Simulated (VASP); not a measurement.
## BAs: phonons with r2SCAN

BAs:

```
CELL_PARAMETERS angstrom
0.00000 2.38850 2.38850
2.38850 0.00000 2.38850
2.38850 2.38850 0.00000
ATOMIC_POSITIONS crystal
As 0.75000 0.75000 0.75000
B 0.00000 0.00000 0.00000
```

* Program: VASP 6.6.1
* Task: phonons
* Functional: r2SCAN
* Potentials or basis: VASP PAW PBE potentials, release 64 (As, B)
* Cutoff: 600 eV
* k mesh: 7 × 7 × 7
* Occupations: gaussian, width 0.05 eV
* Spin: no spin polarisation
* Further INCAR settings: ALGO = Normal; EDIFF = 1e-08; IBRION = 6; POTIM = 0.015; NSW = 1

```
Relaxed volume                                          : 13.71 Å³/atom
Relaxed cell                                            : a = 3.385 Å, b = 3.385 Å, c = 3.385 Å, α = 60.00°, β = 60.00°, γ = 60.00°
Space group after relaxing (to 0.05 Å)                  : F-43m (No. 216)
Highest phonon frequency at Γ, LO-TO splitting left out : 700 cm⁻¹
```

Step by step:
```tsv
step	energy change (eV)	largest force (eV/Å)	pressure (GPa)	volume (Å³)
1	0.0000	0.0000	0.87	27.25
2	-0.0002	0.0000	-0.65	27.54
3	-0.0004	0.0000	0.01	27.41
```

Final structure:
```
As B
1.0
     0.00000    2.39322    2.39322
     2.39322    0.00000    2.39322
     2.39322    2.39322    0.00000
As B
1 1
Direct
  0.75000 0.75000 0.75000
  0.00000 0.00000 0.00000
```

Phonon frequencies in cm⁻¹ (negative: imaginary):
```
              q point        frequencies
(0.000, 0.000, 0.000)  0 0 0 700 700 700
```

Run time: 5 min on 1 thread of Intel(R) Xeon(R) Platinum 8559C (Emerald Rapids) (shared host), peak memory 0.18 GiB.

Caveat: the PAW data sets were made with another functional, which shifts forces and pressure a little.
